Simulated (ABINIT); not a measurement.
A run of ABINIT 10.8.3 (patched build) is set up as follows.

File run.abi:

```
# Datasets: ground state, then fixed potential
ndtset 2

# Pseudopotentials
pp_dirpath "./"
pseudos "Sb.GGA_PBE-JTH.xml"

# Structure
acell 3*1.0
rprim
     4.0708480177     2.3503051989     7.1015907763
    -4.0708480177     2.3503051989     7.1015907763
     0.0000000000    -4.7006103977     7.1015907763
ntypat 1
znucl 51
natom 2
typat 1 1
xcart
     0.0000000000     0.0000000000    16.3303210379
     0.0000000000     0.0000000000     4.9744512911

# Plane-wave basis
ecut 19.0
pawecutdg 38.0
pawxcdev 0

# Exchange and correlation
ixc -120135

# Bands and occupations
occopt 3
tsmear 0.05 eV

# SCF cycle
nstep 100

# Output
iomode 3
prtwf 0
prteig 0
prtebands 0
enunit 1
prtden1 1

# Dataset 1
kptopt1 1
ngkpt1 8 8 8
nshiftk1 1
shiftk1 0.0 0.0 0.0
nband1 19
tolvrs1 1.0e-9

# Dataset 2: bands along G-L-B1
iscf2 -2
getden2 1
nband2 25
nbdbuf2 4
tolwfr2 1.0e-11
kptopt2 -2
ndivsm2 8
prteig2 1
prtvol2 -3
kptbounds2
     0.0000000000     0.0000000000     0.0000000000
     0.5000000000     0.0000000000     0.0000000000
     0.5000000000     0.2396873643    -0.2396873643
```

Potentials or basis: JTH PAW PBE v2.0.

Run with:

```bash
$ abinit run.abi > log 2>&1
```

Estimate the pressure.

-0.1 GPa.

Predict the largest force.

0.085 eV/Å.

Estimate the band gap on the k mesh.

none (metal or under the smearing width).

Stress tensor (GPa, compression positive):
```
 0.07  0.00  0.00
 0.00  0.07  0.00
 0.00  0.00 -0.38
```

Caveat: the PAW data sets were made with another functional, which shifts forces and pressure a little; spin-orbit coupling is left out, which moves the levels of the heavy elements.
